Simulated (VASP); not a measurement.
# Te2Pt in VASP: notebook

Runs on Te2Pt. Level: PBE. Tasks: single point.

Everything below comes from runs of VASP 6.6.1. Logs are shortened: lines on timing, memory, paths and dates and some standing lists are left out, and cuts for length are marked.

## (1) Starting point

The cell holds a slab with vacuum, 3 atoms: a = 4.010 Å, b = 4.010 Å, c = 10.601 Å, α = 90.00°, β = 90.00°, γ = 120.00°.

## (2) Single point, PBE

Input file INCAR:

```
SYSTEM = Te2Pt
PREC = Accurate ; ENCUT = 460
EDIFF = 1E-7 ; ISMEAR = 0
SIGMA = 0.05 ; LREAL = .False.
LASPH = .True. ; NELM = 120
ALGO = Normal ; ISIF = 2
LWAVE = .False. ; LCHARG = .False.
LDIPOL = .True. ; IDIPOL = 3
DIPOL = 0.5 0.5 0.500 ; GGA = PE
NBANDS = 22 ; LVHAR = .True.
LVACPOTAV = .True.
```

Input file KPOINTS:

```
Automatic mesh
0
Gamma
  7 7 1
  0 0 0
```

Input file POSCAR:

```
Te2Pt
1.0
    4.0100000000      0.0000000000      0.0000000000
   -2.0050000000      3.4727618700      0.0000000000
    0.0000000000      0.0000000000     10.6005000000
Te Pt
2 1
Direct
    0.6666666667      0.3333333333      0.3773406915
    0.3333333333      0.6666666667      0.6226593085
    0.0000000000      0.0000000000      0.5000000000
```

Potentials or basis: VASP PAW PBE potentials, release 64 (Te, Pt).

Command:

```sh
> cat potpaw_PBE.64/Te/POTCAR potpaw_PBE.64/Pt/POTCAR > POTCAR
> mpirun -np 1 vasp_std > vasp.out
```

OUTCAR:

```text
SYSTEM = Te2Pt
   PREC = Accurate
   ENCUT = 460
   EDIFF = 1E-7
   ISMEAR = 0
   LREAL = .False.
   LASPH = .True.
   NELM = 120
   ISIF = 2
   GGA = PE

 Found      8 irreducible k-points:

 Following reciprocal coordinates:
            Coordinates               Weight
  0.000000  0.000000  0.000000      1.000000
  0.142857  0.000000  0.000000      6.000000
  0.285714  0.000000  0.000000      6.000000
  0.428571  0.000000  0.000000      6.000000
  0.142857  0.142857  0.000000      6.000000
  0.285714  0.142857  0.000000     12.000000
   k-points           NKPTS =      8   k-points in BZ     NKDIM =      8   number of bands    NBANDS=     22
   number of dos      NEDOS =    301   number of ions     NIONS =      3
   total plane-waves  NPLWV =  62720
   dimension x,y,z NGX =    28 NGY =   28 NGZ =   80
   dimension x,y,z NGXF=    56 NGYF=   56 NGZF=  160
   ions per type =               2   1
   NGX,Y,Z   is equivalent  to a cutoff of  11.61, 11.61, 12.55 a.u.
   NGXF,Y,Z  is equivalent  to a cutoff of  23.22, 23.22, 25.09 a.u.
 SYSTEM =  Te2Pt
   PREC   = accura    normal or accurate (medium, high low for compatibility)
   ISTART =      0    job   : 0-new  1-cont  2-samecut
   ICHARG =      2    charge: 1-file 2-atom 10-const
   ISPIN  =      1    spin polarized calculation?
   LNONCOLLINEAR =      F non collinear calculations
   LSORBIT =      F    spin-orbit coupling
   LASPH  =      T    aspherical Exc in radial PAW
   ENCUT  =  460.0 eV  33.81 Ry    5.81 a.u.   7.01  7.01 18.54*2*pi/ulx,y,z
   NELM   =    120;   NELMIN=  2; NELMDL= -5     # of ELM steps
   EDIFF  = 0.1E-06   stopping-criterion for ELM
   LREAL  =      F    real-space projection
   EDIFFG = 0.1E-05   stopping-criterion for IOM
   NSW    =      0    number of steps for IOM
   IBRION =     -1    ionic relax: 0-MD 1-quasi-New 2-CG
   NFREE  =      0    steps in history (QN), initial steepest desc. (CG)
   ISIF   =      2    stress and relaxation
   ISYM   =      2    0-nonsym 1-usesym 2-fastsym
   POTIM  = 0.5000    time-step for ionic-motion
   TEBEG  =    0.0;   TEEND  =   0.0 temperature during run
   PSTRESS=    0.0 pullay stress
   NELECT =      22.0000    total number of electrons
   NUPDOWN=      -1.0000    fix difference up-down
   EMIN   =  10.00;   EMAX   =-10.00  energy-range for DOS
   EFERMI =   0.00;   METHOD = LEGACY
   ISMEAR =     0;   SIGMA  =   0.05  broadening in eV -4-tet -1-fermi 0-gaus
   EFERMI_NEDOS =   21; number of points for ismear=-14 and -15
   IALGO  =     38    algorithm
   IMIX   =      4    mixing-type and parameters
     AMIX     =   0.40;   BMIX     =  1.00
     AMIX_MAG =   1.60;   BMIX_MAG =  1.00
  volume/ion in A,a.u.               =      49.21       332.06
  Fermi-wavevector in a.u.,A,eV,Ry     =   0.867962  1.640209 10.250047  0.753357
  Thomas-Fermi vector in A             =   1.986571
   LORBIT       =      0    0 simple, 1 ext, 2 COOP (PROOUT), +10 PAW based schemes
   GGA     = PE    functional components
   LHFCALC =     F    Hartree Fock is set to
   AEXX    =    0.0000 exact exchange contribution
   IVDW    =     0    specifies the selected vdW correction
   LEPSILON=     F    determine dielectric tensor
   LRPA    =     F    only Hartree local field effects (RPA)
 non-spin polarized calculation
 Gauss-broadening in eV      SIGMA  =   0.05
  energy-cutoff  :      460.00
  volume of cell :      147.62
 maximum number of plane-waves:      3332
 NGX is ok and might be reduce to    28
   NGX = 13   NGY = 13   NGZ = 37

 number of electron      22.0000002 magnetization

 dipolmoment           0.000000      0.000000     -0.000000 electrons x Angstroem

 Free energy of the ion-electron system (eV)
  ---------------------------------------------------
  ext. energy  EPLUGINS =         0.00000000
  ---------------------------------------------------
  free energy    TOTEN  =       -13.38919798 eV

  energy without entropy =      -13.38919798  energy(sigma->0) =      -13.38919798

 E-fermi :   1.9576     XC(G=0):  -6.2957

 val. band max:        1.6879059983   @ k =   0.1429   0.1429   0.0000
 cond. band min:       2.7254447507   @ k =   0.2857   0.2857   0.0000
 fundamental gap:      1.0375387524
 Fermi energy:         1.9575922982

 k-point     1 :       0.0000    0.0000    0.0000
  band No.  band energies     occupation
      1     -11.5533      2.00000
      2      -9.1014      2.00000
      3      -3.8211      2.00000
      4      -3.8211      2.00000
      5      -3.4837      2.00000
      6      -1.8447      2.00000
[... 14 lines left out ...]
     21      11.2615      0.00000
     22      11.5138      0.00000

 k-point     2 :       0.1429    0.0000    0.0000
  band No.  band energies     occupation
      1     -11.3247      2.00000
      2      -9.1321      2.00000
      3      -3.8279      2.00000
      4      -3.6983      2.00000
      5      -3.3102      2.00000
      6      -2.0499      2.00000
[... 14 lines left out ...]
     21      11.0991      0.00000
     22      11.4502      0.00000

 k-point     3 :       0.2857    0.0000    0.0000
  band No.  band energies     occupation
      1     -10.7032      2.00000
      2      -9.2320      2.00000
      3      -3.8482      2.00000
      4      -3.4261      2.00000
      5      -3.1169      2.00000
      6      -2.5615      2.00000
[... 14 lines left out ...]
     21      10.9117      0.00000
     22      11.4383      0.00000

 k-point     4 :       0.4286    0.0000    0.0000
  band No.  band energies     occupation
      1      -9.9400      2.00000
      2      -9.4401      2.00000
      3      -4.6090      2.00000
      4      -3.2713      2.00000
      5      -2.8411      2.00000
      6      -2.2954      2.00000
[... 14 lines left out ...]
     21      10.9442      0.00000
     22      12.3079      0.00000

 k-point     5 :       0.1429    0.1429    0.0000
  band No.  band energies     occupation
      1     -10.8980      2.00000
      2      -9.1951      2.00000
      3      -3.7622      2.00000
      4      -3.5250      2.00000
      5      -3.0931      2.00000
      6      -2.3440      2.00000
[... 14 lines left out ...]
     21      10.7920      0.00000
     22      11.3088      0.00000

 k-point     6 :       0.2857    0.1429    0.0000
  band No.  band energies     occupation
      1     -10.1952      2.00000
      2      -9.3218      2.00000
      3      -4.0491      2.00000
      4      -3.4744      2.00000
      5      -3.0679      2.00000
      6      -2.3633      2.00000
[... 14 lines left out ...]
     21      11.0598      0.00000
     22      11.4586      0.00000

 [... further k-points ...]

------------------------ aborting loop because EDIFF is reached ----------------------------------------

  FORCE on cell =-STRESS in cart. coord.  units (eV):
  Direction    XX          YY          ZZ          XY          YZ          ZX
  --------------------------------------------------------------------------------------
  -------------------------------------------------------------------------------------
  Total        2.5578760      2.5578760      2.8294554      0.0000000     -0.0000000      0.0000000
  in kB       27.7615905     27.7615906     30.7091443      0.0000000     -0.0000000      0.0000000
  external PRESSURE =      28.7441085 kB  Pullay stress =       0.0000000 kB

 VOLUME and BASIS-vectors are now :
 -----------------------------------------------------------------------------
  energy-cutoff  :      460.00
  volume of cell :      147.62
      direct lattice vectors                 reciprocal lattice vectors
     4.010000000  0.000000000  0.000000000     0.249376559  0.143977623  0.000000000
    -2.005000000  3.472761870  0.000000000     0.000000000  0.287955246  0.000000000
     0.000000000  0.000000000 10.600500000     0.000000000  0.000000000  0.094335173

 POSITION                                       TOTAL-FORCE (eV/Angst)
 -----------------------------------------------------------------------------------
      2.00500      1.15759      4.00000         0.000000      0.000000     -1.084097
     -0.00000      2.31517      6.60050        -0.000000     -0.000000      1.084097
      0.00000      0.00000      5.30025         0.000000      0.000000      0.000000
 -----------------------------------------------------------------------------------
    total drift:                               -0.000000      0.000000      0.000000

  FREE ENERGIE OF THE ION-ELECTRON SYSTEM (eV)
  ---------------------------------------------------
  free  energy   TOTEN  =       -13.3891979802 eV

  energy  without entropy=      -13.3891979802  energy(sigma->0) =      -13.38919798
```

stdout:

```text
POSCAR found type information on POSCAR TePt
 POSCAR found :  2 types and       3 ions
 scaLAPACK will be used
 LDA part: xc-table for (Slater+PW92), standard interpolation
 POSCAR, INCAR and KPOINTS ok, starting setup
 FFT: planning ... GRIDC
[... 28 lines left out ...]
|                                                                             |
|     Did not find any points to average over, which means that no vacuum     |
|     field-free region was found. Please increase the size of  your cell     |
|     in the dimension of the dipole correction to obtain accurate            |
|     workfunction values.                                                    |
|                                                                             |
 -----------------------------------------------------------------------------
```

Wall time 13 s (1 thread of Intel Xeon 6975P-C (Granite Rapids), shared host); peak memory 0.24 GiB.

The run converged, but some of its settings lie outside the range that counts as converged, so its numbers aren't taken as properties of the slab.

What came out:

- Free energy: -13.3892 eV
- Largest force: 1.084 eV/Å
- Band gap on the k mesh: 1.04 eV, indirect (least direct gap 1.25 eV)

Caveat: spin-orbit coupling is left out, which moves the levels of the heavy elements.

## (3) Single point, PBE

This run uses another cell than the first one, of 58.49 Å³/atom, 1.189 times its volume.

INCAR is that of step 2.

KPOINTS is that of step 2.

Input file POSCAR:

```
Te2Pt
1.0
    4.0100000000      0.0000000000      0.0000000000
   -2.0050000000      3.4727618700      0.0000000000
    0.0000000000      0.0000000000     12.6005000000
Te Pt
2 1
Direct
    0.6666666667      0.3333333333      0.3968096504
    0.3333333333      0.6666666667      0.6031903496
    0.0000000000      0.0000000000      0.5000000000
```

Potentials or basis: VASP PAW PBE potentials, release 64 (Te, Pt).

Command:

```sh
> cat potpaw_PBE.64/Te/POTCAR potpaw_PBE.64/Pt/POTCAR > POTCAR
> mpirun -np 1 vasp_std > vasp.out
```

Run time: 18 s. Hardware: 1 thread of Intel Xeon 6975P-C (Granite Rapids), shared host; peak memory 0.25 GiB.

These settings aren't checked as converged: the numbers below hold their error.

Results:

| Item | Value |
| --- | --- |
| Free energy | -13.3916 eV |
| Largest force | 1.085 eV/Å |
| Band gap on the k mesh | 1.04 eV, indirect (least direct gap 1.25 eV) |
| Ionisation potential of the upper face | 4.81 eV |

Caveat: spin-orbit coupling is left out, which moves the levels of the heavy elements.

## (4) Single point, PBE

This run uses another cell than the first one, of 67.77 Å³/atom, 1.377 times its volume.

INCAR is that of step 3.

KPOINTS is that of step 3.

Input file POSCAR:

```
Te2Pt
1.0
    4.0100000000      0.0000000000      0.0000000000
   -2.0050000000      3.4727618700      0.0000000000
    0.0000000000      0.0000000000     14.6005000000
Te Pt
2 1
Direct
    0.6666666667      0.3333333333      0.4109448307
    0.3333333333      0.6666666667      0.5890551693
    0.0000000000      0.0000000000      0.5000000000
```

Command:

```sh
> cat potpaw_PBE.64/Te/POTCAR potpaw_PBE.64/Pt/POTCAR > POTCAR
> mpirun -np 1 vasp_std > vasp.out
```

It took 23 s on 1 thread of Intel Xeon 6975P-C (Granite Rapids), shared host; peak memory 0.28 GiB.

These settings aren't checked as converged: the numbers below hold their error.

Results:

| Quantity | Value |
| --- | --- |
| Free energy | -13.3918 eV |
| Largest force | 1.085 eV/Å |
| Band gap on the k mesh | 1.04 eV, indirect (least direct gap 1.25 eV) |
| Ionisation potential of the upper face | 4.82 eV |

Caveat: spin-orbit coupling is left out, which moves the levels of the heavy elements.

## (5) Single point, PBE

This run uses another cell than the first one, of 67.77 Å³/atom, 1.377 times its volume.

INCAR: that of step 4 with these lines changed.

```diff
@@ -3,3 +3,3 @@
 EDIFF = 1E-7 ; ISMEAR = 0
-SIGMA = 0.05 ; LREAL = .False.
+SIGMA = 0.02 ; LREAL = .False.
 LASPH = .True. ; NELM = 120
```

KPOINTS is that of step 4.

POSCAR is that of step 4.

Potentials or basis: VASP PAW PBE potentials, release 64 (Te, Pt).

Command:

```sh
> cat potpaw_PBE.64/Te/POTCAR potpaw_PBE.64/Pt/POTCAR > POTCAR
> mpirun -np 1 vasp_std > vasp.out
```

OUTCAR:

```text
SYSTEM = Te2Pt
   PREC = Accurate
   ENCUT = 460
   EDIFF = 1E-7
   ISMEAR = 0
   LREAL = .False.
   LASPH = .True.
   NELM = 120
   ISIF = 2
   GGA = PE

 Found      8 irreducible k-points:

 Following reciprocal coordinates:
            Coordinates               Weight
  0.000000  0.000000  0.000000      1.000000
  0.142857  0.000000  0.000000      6.000000
  0.285714  0.000000  0.000000      6.000000
  0.428571  0.000000  0.000000      6.000000
  0.142857  0.142857  0.000000      6.000000
  0.285714  0.142857  0.000000     12.000000
   k-points           NKPTS =      8   k-points in BZ     NKDIM =      8   number of bands    NBANDS=     22
   number of dos      NEDOS =    301   number of ions     NIONS =      3
   total plane-waves  NPLWV =  84672
   dimension x,y,z NGX =    28 NGY =   28 NGZ =  108
   dimension x,y,z NGXF=    56 NGYF=   56 NGZF=  216
   ions per type =               2   1
   NGX,Y,Z   is equivalent  to a cutoff of  11.61, 11.61, 12.30 a.u.
   NGXF,Y,Z  is equivalent  to a cutoff of  23.22, 23.22, 24.59 a.u.
 SYSTEM =  Te2Pt
   PREC   = accura    normal or accurate (medium, high low for compatibility)
   ISTART =      0    job   : 0-new  1-cont  2-samecut
   ICHARG =      2    charge: 1-file 2-atom 10-const
   ISPIN  =      1    spin polarized calculation?
   LNONCOLLINEAR =      F non collinear calculations
[... 59 lines left out ...]
 cond. band min:       0.9335017765   @ k =   0.2857   0.0000   0.0000
 fundamental gap:      1.0393119564
 Fermi energy:         0.0336388231

 k-point     1 :       0.0000    0.0000    0.0000
  band No.  band energies     occupation
      1     -13.3414      2.00000
      2     -10.8891      2.00000
      3      -5.6093      2.00000
      4      -5.6093      2.00000
      5      -5.2702      2.00000
      6      -3.6328      2.00000
[... 139 lines left out ...]
     21       8.0703      0.00000
     22       8.3461      0.00000

 [... further k-points ...]

------------------------ aborting loop because EDIFF is reached ----------------------------------------

  FORCE on cell =-STRESS in cart. coord.  units (eV):
  Direction    XX          YY          ZZ          XY          YZ          ZX
  --------------------------------------------------------------------------------------
  -------------------------------------------------------------------------------------
  Total        2.5600878      2.5600878      2.8161405     -0.0000000      0.0000000      0.0000000
  in kB       20.1733649     20.1733649     22.1910468     -0.0000000      0.0000000      0.0000000
  external PRESSURE =      20.8459256 kB  Pullay stress =       0.0000000 kB

 VOLUME and BASIS-vectors are now :
 -----------------------------------------------------------------------------
  energy-cutoff  :      460.00
  volume of cell :      203.32
      direct lattice vectors                 reciprocal lattice vectors
     4.010000000  0.000000000  0.000000000     0.249376559  0.143977623  0.000000000
    -2.005000000  3.472761870  0.000000000     0.000000000  0.287955246  0.000000000
     0.000000000  0.000000000 14.600500000     0.000000000  0.000000000  0.068490805

 POSITION                                       TOTAL-FORCE (eV/Angst)
 -----------------------------------------------------------------------------------
      2.00500      1.15759      6.00000         0.000000     -0.000000     -1.085085
     -0.00000      2.31517      8.60050        -0.000000      0.000000      1.085085
      0.00000      0.00000      7.30025         0.000000      0.000000      0.000000
 -----------------------------------------------------------------------------------
    total drift:                               -0.000000      0.000000      0.000000

  FREE ENERGIE OF THE ION-ELECTRON SYSTEM (eV)
  ---------------------------------------------------
  free  energy   TOTEN  =       -13.3918062933 eV

  energy  without entropy=      -13.3918062933  energy(sigma->0) =      -13.39180629

 vacuum level on the upper side and lower side of the slab         4.718         4.718
```

OSZICAR:

```text
N       E                     dE             d eps       ncg     rms          rms(c)
DAV:   1     0.119708105941E+03    0.11971E+03   -0.70015E+03   352   0.686E+02
DAV:   2    -0.504318717727E+01   -0.12475E+03   -0.11755E+03   470   0.135E+02
DAV:   3    -0.136856937247E+02   -0.86425E+01   -0.85693E+01   448   0.395E+01
[... 14 lines left out ...]
DAV:  18    -0.133918043520E+02   -0.43284E-05   -0.22598E-07   362   0.248E-03    0.230E-03
DAV:  19    -0.133918057762E+02   -0.14242E-05   -0.59227E-08   332   0.141E-03    0.126E-03
DAV:  20    -0.133918061399E+02   -0.36366E-06   -0.50497E-08   320   0.140E-03    0.556E-04
DAV:  21    -0.133918062925E+02   -0.15258E-06   -0.10814E-08   332   0.376E-04    0.502E-04
DAV:  22    -0.133918062933E+02   -0.86447E-09   -0.56857E-10   344   0.126E-04
   1 F= -.13391806E+02 E0= -.13391806E+02  d E =-.106453E-23
```

stdout:

```text
POSCAR found type information on POSCAR TePt
 POSCAR found :  2 types and       3 ions
 scaLAPACK will be used
 LDA part: xc-table for (Slater+PW92), standard interpolation
 POSCAR, INCAR and KPOINTS ok, starting setup
 FFT: planning ... GRIDC
 FFT: planning ... GRID_SOFT
 FFT: planning ... GRID
 WAVECAR not read
 entering main loop
 -----------------------------------------------------------------------------
|                                                                             |
|           W    W    AA    RRRRR   N    N  II  N    N   GGGG   !!!           |
|           W    W   A  A   R    R  NN   N  II  NN   N  G    G  !!!           |
|           W    W  A    A  R    R  N N  N  II  N N  N  G       !!!           |
|           W WW W  AAAAAA  RRRRR   N  N N  II  N  N N  G  GGG   !            |
|           WW  WW  A    A  R   R   N   NN  II  N   NN  G    G                |
|           W    W  A    A  R    R  N    N  II  N    N   GGGG   !!!           |
|                                                                             |
|     Did not find any points to average over, which means that no vacuum     |
|     field-free region was found. Please increase the size of  your cell     |
|     in the dimension of the dipole correction to obtain accurate            |
|     workfunction values.                                                    |
|                                                                             |
 -----------------------------------------------------------------------------
```

Run time: 23 s. Hardware: 1 thread of Intel Xeon 6975P-C (Granite Rapids), shared host; peak memory 0.28 GiB.

These settings aren't checked as converged: the numbers below hold their error.

Results:

- Free energy: -13.3918 eV
- Largest force: 1.085 eV/Å
- Band gap on the k mesh: 1.04 eV, indirect (least direct gap 1.25 eV)
- Ionisation potential of the upper face: 4.82 eV

Caveat: spin-orbit coupling is left out, which moves the levels of the heavy elements.

(Part 1 of 2 ends here.)
